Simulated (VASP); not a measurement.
# Te (P3_121) in VASP: a series of runs, part 2 of 3

VASP 6.6.1. Earlier steps stand in the parts before.

### 3 Relaxation of cell and atoms, PBE

This run uses another cell than the first one, of 35.06 Å³/atom, 1.034 times its volume.

INCAR reads:

```
PREC = Accurate
ENCUT = 600
EDIFF = 1E-7
ISMEAR = 0
SIGMA = 0.03
LREAL = False
LASPH = True
NELM = 80
ALGO = Normal
ISIF = 3
LWAVE = False
LCHARG = False
GGA = PE
IBRION = 2
NSW = 90
EDIFFG = -0.005
```

KPOINTS reads:

```
regular mesh
0
Gamma
  9 9 6
```

POSCAR reads:

```
Te                                      
1.0
    4.5158684290     -0.0000000000      0.0000000000
   -2.2579342145      3.9108567797      0.0000000000
    0.0000000000     -0.0000000000      5.9563095839
  Te            
     3
Direct
     0.2690890890864247    0.0000000000000000    0.3333333332999970
     0.0000000000000001    0.2690890890864249    0.6666666667000030
     0.7309109109135753    0.7309109109135752    0.0000000000000000
```

Potentials or basis: VASP PAW PBE potentials, release 64 (Te).

The run is started by

```
cat potpaw_PBE.64/Te/POTCAR > POTCAR
mpirun -np 1 vasp_std > vasp.out
```

OUTCAR:

```text
PREC = Accurate
   ENCUT = 600
   EDIFF = 1E-7
   ISMEAR = 0
   LREAL = False
   LASPH = True
   NELM = 80
   ISIF = 3
   GGA = PE
   IBRION = 2
   NSW = 90
   EDIFFG = -0.005

 ion  position               nearest neighbor table
   1  0.269  0.000  0.333-   3 2.89   2 2.89   3 3.51   3 3.51   2 3.51   2 3.51
   2  0.000  0.269  0.667-   3 2.89   1 2.89   3 3.51   3 3.51   1 3.51   1 3.51
   3  0.731  0.731  0.000-   1 2.89   2 2.89   1 3.51   2 3.51   2 3.51   1 3.51

  LATTYP: Found a hexagonal cell.
 ALAT       =     4.5158684290
 C/A-ratio  =     1.3189732335

  Lattice vectors:

 A1 = (   4.5158684290,   0.0000000000,   0.0000000000)
 A2 = (  -2.2579342145,   3.9108567797,   0.0000000000)
 A3 = (   0.0000000000,   0.0000000000,   5.9563095839)

Analysis of symmetry for initial positions (statically):
=====================================================================
 Subroutine PRICEL returns:
 Original cell was already a primitive cell.

 Routine SETGRP: Setting up the symmetry group for a
 hexagonal supercell.

 Subroutine GETGRP returns: Found  6 space group operations
 (whereof  2 operations were pure point group operations)
 out of a pool of 24 trial point group operations.

The static configuration has the point symmetry C_2 .
 The point group associated with its full space group is D_3 .

Analysis of symmetry for dynamics (positions and initial velocities):
=====================================================================
 Subroutine PRICEL returns:
 Original cell was already a primitive cell.

 Routine SETGRP: Setting up the symmetry group for a
 hexagonal supercell.

 Subroutine GETGRP returns: Found  6 space group operations
 (whereof  2 operations were pure point group operations)
 out of a pool of 24 trial point group operations.

The dynamic configuration has the point symmetry C_2 .
 The point group associated with its full space group is D_3 .

 Subroutine INISYM returns: Found  6 space group operations
 (whereof  2 operations are pure point group operations),
 and found     1 'primitive' translations

----------------------------------------------------------------------------------------

                                     Primitive cell

  volume of cell :     105.1939

  direct lattice vectors                    reciprocal lattice vectors
     4.515868429  0.000000000  0.000000000     0.221441350  0.127849223  0.000000000
    -2.257934215  3.910856780  0.000000000     0.000000000  0.255698446  0.000000000
     0.000000000  0.000000000  5.956309584     0.000000000  0.000000000  0.167889191

  length of vectors
     4.515868429  4.515868429  5.956309584     0.255698446  0.255698446  0.167889191

  position of ions in fractional coordinates (direct lattice)
     0.269089089  0.000000000  0.333333333
     0.000000000  0.269089089  0.666666667
     0.730910911  0.730910911  0.000000000

  ion indices of the primitive-cell ions
   primitive index   ion index
                 1           1
                 2           2
                 3           3

----------------------------------------------------------------------------------------

 KPOINTS: regular mesh

Automatic generation of k-mesh.
 Grid dimensions read from file:
 generate k-points for:    9    9    6

 Generating k-lattice:

[... 57 lines left out ...]
   LSORBIT =      F    spin-orbit coupling
   LASPH  =      T    aspherical Exc in radial PAW
   ENCUT  =  600.0 eV  44.10 Ry    6.64 a.u.   9.02  9.02 11.90*2*pi/ulx,y,z
   NELM   =     80;   NELMIN=  2; NELMDL= -5     # of ELM steps
   EDIFF  = 0.1E-06   stopping-criterion for ELM
   LREAL  =      F    real-space projection
   EDIFFG = -.5E-02   stopping-criterion for IOM
   NSW    =     90    number of steps for IOM
   IBRION =      2    ionic relax: 0-MD 1-quasi-New 2-CG
   NFREE  =      1    steps in history (QN), initial steepest desc. (CG)
   ISIF   =      3    stress and relaxation
   ISYM   =      2    0-nonsym 1-usesym 2-fastsym
   POTIM  = 0.5000    time-step for ionic-motion
   TEBEG  =    0.0;   TEEND  =   0.0 temperature during run
   PSTRESS=    0.0 pullay stress
   NELECT =      18.0000    total number of electrons
   NUPDOWN=      -1.0000    fix difference up-down
   EMIN   =  10.00;   EMAX   =-10.00  energy-range for DOS
   EFERMI =   0.00;   METHOD = LEGACY
   ISMEAR =     0;   SIGMA  =   0.03  broadening in eV -4-tet -1-fermi 0-gaus
   EFERMI_NEDOS =   21; number of points for ismear=-14 and -15
   IALGO  =     38    algorithm
   IMIX   =      4    mixing-type and parameters
     AMIX     =   0.40;   BMIX     =  1.00
     AMIX_MAG =   1.60;   BMIX_MAG =  1.00
  volume/ion in A,a.u.               =      35.06       236.63
  Fermi-wavevector in a.u.,A,eV,Ry     =   0.908871  1.717517 11.239042  0.826046
  Thomas-Fermi vector in A             =   2.032848
   LORBIT       =      0    0 simple, 1 ext, 2 COOP (PROOUT), +10 PAW based schemes
   GGA     = PE    functional components
   LHFCALC =     F    Hartree Fock is set to
   AEXX    =    0.0000 exact exchange contribution
   IVDW    =     0    specifies the selected vdW correction
   LEPSILON=     F    determine dielectric tensor
   LRPA    =     F    only Hartree local field effects (RPA)
 conjugate gradient relaxation of ions
 non-spin polarized calculation
 Gauss-broadening in eV      SIGMA  =   0.03
  energy-cutoff  :      600.00
  volume of cell :      105.19
 maximum number of plane-waves:      3555
   NGX = 19   NGY = 19   NGZ = 23

--------------------------------------- Ionic step        1  -------------------------------------------

 number of electron      17.9999999 magnetization

 Free energy of the ion-electron system (eV)
  ---------------------------------------------------
  ext. energy  EPLUGINS =         0.00000000
  ---------------------------------------------------
  free energy    TOTEN  =        -9.43153405 eV

  energy without entropy =       -9.43153405  energy(sigma->0) =       -9.43153405

------------------------ aborting loop because EDIFF is reached ----------------------------------------

  FORCE on cell =-STRESS in cart. coord.  units (eV):
  Direction    XX          YY          ZZ          XY          YZ          ZX
  --------------------------------------------------------------------------------------
  -------------------------------------------------------------------------------------
  Total       -0.0213239     -0.0213239     -0.0303095      0.0000000      0.0000000     -0.0000000
  in kB       -0.3247776     -0.3247776     -0.4616349      0.0000000      0.0000000     -0.0000000
  external PRESSURE =      -0.3703967 kB  Pullay stress =       0.0000000 kB
[... 61 lines left out ...]
--------------------------------------- Ionic step        3  -------------------------------------------

 number of electron      17.9999999 magnetization

 Free energy of the ion-electron system (eV)
  ---------------------------------------------------
  ext. energy  EPLUGINS =         0.00000000
  ---------------------------------------------------
  free energy    TOTEN  =        -9.43154722 eV

  energy without entropy =       -9.43154722  energy(sigma->0) =       -9.43154722

 E-fermi :   5.6517     XC(G=0):  -8.9302

 val. band max:        5.5444119772   @ k =   0.3333   0.3333   0.5000
 cond. band min:       5.7562028824   @ k =   0.3333   0.3333   0.5000
 fundamental gap:      0.2117909052
 Fermi energy:         5.6516782461

 k-point     1 :       0.0000    0.0000    0.0000
  band No.  band energies     occupation
      1      -7.8313      2.00000
      2      -4.6628      2.00000
      3      -4.6628      2.00000
      4       2.5749      2.00000
      5       2.8405      2.00000
      6       2.8405      2.00000
      7       3.9315      2.00000
      8       3.9315      2.00000
      9       4.7377      2.00000
     10       6.5420      0.00000
     11       6.5420      0.00000
     12       7.0982      0.00000
     13      10.5938      0.00000
[... 354 lines left out ...]
  band No.  band energies     occupation
      1      -7.2270      2.00000
      2      -5.4429      2.00000
      3      -4.1280      2.00000
      4       0.9255      2.00000
      5       1.4605      2.00000
      6       2.3426      2.00000
      7       3.7204      2.00000
      8       4.4263      2.00000
      9       4.9938      2.00000
     10       6.3880      0.00000
     11       6.9316      0.00000
     12       7.3098      0.00000
     13       9.3971      0.00000

 [... further k-points ...]

------------------------ aborting loop because EDIFF is reached ----------------------------------------

  FORCE on cell =-STRESS in cart. coord.  units (eV):
  Direction    XX          YY          ZZ          XY          YZ          ZX
  --------------------------------------------------------------------------------------
  -------------------------------------------------------------------------------------
  Total        0.0025654      0.0025654      0.0064035     -0.0000000     -0.0000000      0.0000000
  in kB        0.0391054      0.0391054      0.0976094     -0.0000000     -0.0000000      0.0000000
  external PRESSURE =       0.0586067 kB  Pullay stress =       0.0000000 kB
[... 18 lines left out ...]
  FREE ENERGIE OF THE ION-ELECTRON SYSTEM (eV)
  ---------------------------------------------------
  free  energy   TOTEN  =        -9.4315472225 eV

  energy  without entropy=       -9.4315472217  energy(sigma->0) =       -9.43154722

 reached required accuracy - stopping structural energy minimisation
```

OSZICAR:

```text
N       E                     dE             d eps       ncg     rms          rms(c)
DAV:   1     0.848346599399E+02    0.84835E+02   -0.70975E+03  1612   0.124E+03
DAV:   2    -0.329782720632E+01   -0.88132E+02   -0.84659E+02  2167   0.162E+02
DAV:   3    -0.933464807157E+01   -0.60368E+01   -0.59837E+01  1972   0.480E+01
DAV:   4    -0.944745083092E+01   -0.11280E+00   -0.11270E+00  1969   0.785E+00
[... 19 lines left out ...]
DAV:   1    -0.943155282423E+01   -0.83241E-05   -0.13458E-04  1662   0.601E-02    0.143E-02
DAV:   2    -0.943154953939E+01    0.32848E-05   -0.51812E-06  1647   0.144E-02    0.743E-03
DAV:   3    -0.943154793367E+01    0.16057E-05   -0.12216E-06  1677   0.575E-03    0.254E-03
DAV:   4    -0.943154724619E+01    0.68748E-06   -0.67029E-07  1647   0.392E-03    0.503E-03
DAV:   5    -0.943154722248E+01    0.23713E-07   -0.28486E-08   826   0.120E-03
   3 F= -.94315472E+01 E0= -.94315472E+01  d E =-.131690E-04
```

Wall time 82 s (1 thread of AMD EPYC 9R45 (Zen 5), shared host); peak memory 0.26 GiB.

What came out:

| Property | Result |
| --- | --- |
| Free energy | -9.4315 eV |
| Relaxed volume | 35.04 Å³/atom |
| Relaxed cell | a = 4.515 Å, b = 4.515 Å, c = 5.954 Å, α = 90.00°, β = 90.00°, γ = 120.00° |
| Space group after relaxing (to 0.05 Å) | P3_121 (No. 152) |
| Energy gained by relaxing | 0.0 meV/atom |
| Ionic steps | 3 |
| Pressure after relaxing | 0.0 GPa |
| Band gap on the k mesh | 0.21 eV, direct |

Final structure:
```
CELL_PARAMETERS angstrom
4.51479 0.00000 0.00000
-2.25740 3.90993 0.00000
0.00000 0.00000 5.95430
ATOMIC_POSITIONS crystal
Te 0.26904 0.00000 0.33333
Te 0.00000 0.26904 0.66667
Te 0.73096 0.73096 0.00000
```

Caveat: spin-orbit coupling is left out, which moves the levels of the heavy elements; an odd mesh through Γ misses points on the zone boundary, where band edges often lie.

### 4 Relaxation of shape and atoms at fixed volume, PBE (a relaxed cell with its volume scaled by 0.94)

INCAR reads:

```
PREC = Accurate
ENCUT = 600
EDIFF = 1E-7
ISMEAR = 0
SIGMA = 0.03
LREAL = False
LASPH = True
NELM = 80
ALGO = Fast
ISIF = 4
LWAVE = False
LCHARG = False
GGA = PE
IBRION = 2
NSW = 40
EDIFFG = -0.01
```

KPOINTS is that of step 3.

POSCAR reads:

```
Te                                      
1.0
    4.4226299448     -0.0000000000     -0.0000000000
   -2.2113149724      3.8301098838      0.0000000000
    0.0000000000      0.0000000000      5.8327457975
  Te            
     3
Direct
     0.2690373692055651    0.0000000000000000    0.3333333332999970
     0.0000000000000000    0.2690373692055651    0.6666666667000030
     0.7309626307944349    0.7309626307944349    1.0000000000000000
```

The run is started by

```
cat potpaw_PBE.64/Te/POTCAR > POTCAR
mpirun -np 1 vasp_std > vasp.out
```

It took 3.6 min on 1 thread of AMD EPYC 9R45 (Zen 5), shared host; peak memory 0.26 GiB.

The run converged. Its results:

| Quantity | Value |
| --- | --- |
| Free energy | -9.4048 eV |
| Energy gained by relaxing | 11.1 meV/atom |
| Ionic steps | 7 |
| Pressure after relaxing | 1.5 GPa |
| Band gap on the k mesh | 0.06 eV, direct |

Forces on the atoms (eV/Å):
```
Te   0.003  0.000  0.000
Te  -0.001  0.002  0.000
Te  -0.001 -0.002  0.000
```

Step by step:
| step | energy change (eV) | largest force (eV/Å) | pressure (GPa) |
| --- | --- | --- | --- |
| 1 | 0.0000 | 0.3371 | 3.22 |
| 2 | -0.0195 | 0.2091 | 2.57 |
| 3 | -0.0305 | 0.0514 | 1.08 |
| 4 | -0.0329 | 0.0100 | 1.46 |
| 5 | -0.0329 | 0.0168 | 1.50 |
| 6 | -0.0331 | 0.0118 | 1.50 |
| 7 | -0.0332 | 0.0026 | 1.50 |

Final structure:
```
Te
1.0
     4.37281    0.00000    0.00000
    -2.18640    3.78696    0.00000
     0.00000    0.00000    5.96642
Te
3
Direct
  0.28047 0.00000 0.33333
  0.00000 0.28047 0.66667
  0.71953 0.71953 0.00000
```

Levels at points of the mesh, in eV from the valence-band top:
| k point | band 7 | band 8 | band 9 | band 10 | band 11 | band 12 |
| --- | --- | --- | --- | --- | --- | --- |
| (0.00, 0.00, 0.00) | -1.73 | -1.73 | -1.05 | 0.98 | 0.98 | 1.63 |
| (0.00, 0.00, 0.50) | -1.29 | -0.90 | -0.90 | 0.31 | 0.36 | 0.36 |

Caveat: spin-orbit coupling is left out, which moves the levels of the heavy elements; an odd mesh through Γ misses points on the zone boundary, where band edges often lie.

(Part 2 of 3 ends here.)
